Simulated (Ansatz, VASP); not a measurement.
## Si in VASP and in Ansatz

The input INCAR:

```
ALGO     = Normal         # electronic algorithm
EDIFF    = 1E-7           # SCF threshold, eV
ENCUT    = 520            # plane-wave cutoff, eV
GGA      = CA             # functional
ISIF     = 2              # what is computed and relaxed
ISMEAR   = 0              # smearing method
LASPH    = True           # aspherical terms in the spheres
LCHARG   = False          # write CHGCAR
LREAL    = False          # projectors in reciprocal space
LWAVE    = False          # write WAVECAR
NBANDS   = 11             # bands
NELM     = 80             # most SCF steps
PREC     = Accurate       # precision mode
SIGMA    = 0.05           # smearing width, eV
```

Contents of KPOINTS:

```
k-points
0
Gamma
  12 12 12
```

Contents of POSCAR:

```
Si
1.0
    0.0000000000      2.7222217286      2.7222217286
    2.7222217286      0.0000000000      2.7222217286
    2.7222217286      2.7222217286      0.0000000000
Si
2
Direct
    0.5000000000      0.5000000000      0.5000000000
    0.7500000000      0.7500000000      0.7500000000
```

Input for Ansatz:

```yaml
crystal:
  lattice:
    - [0.0, 2.7222217286, 2.7222217286]
    - [2.7222217286, 0.0, 2.7222217286]
    - [2.7222217286, 2.7222217286, 0.0]
  atoms:
    - { symbol: Si, position: [0.5, 0.5, 0.5] }
    - { symbol: Si, position: [0.75, 0.75, 0.75] }
basis:
  ecutwfc: 420
kpoints:
  mp_grid: { grid: [12, 12, 12] }
hamiltonian:
  xc: lda
  pseudopotentials: { kind: paw, azcp: { folder: soft_1 } }
scf:
  occupations: { method: gaussian, width: 0.05 }
output:
  forces: true
  stress: true
  eigenvalues: true
```

Alike in both runs: task single point; functional LDA; k mesh 12 × 12 × 12; occupations gaussian, width 0.05 eV; no spin polarisation.

|  | VASP | Ansatz |
| --- | --- | --- |
| version | VASP 6.6.1 | Ansatz 0.2.0 |
| potentials or method | VASP PAW LDA potentials, release 64 (Si) | scalar-relativistic, plane waves, PAW |
| plane-wave cutoff (eV) | 520 | 420 |
| valence electrons in the cell | 8 | 8 |

Ansatz gave:

```
gap on the k mesh at the Fermi level (eV) : 0.48
least direct gap on the mesh (eV)         : 2.52
pressure (GPa)                            : -2.2
```

Task: What did VASP give for the same quantities?

Result: gap on the k mesh at the Fermi level (eV): 0.48; least direct gap on the mesh (eV): 2.52; pressure (GPa): -2.1.

Ansatz warned: «pseudo_functional_mismatch».
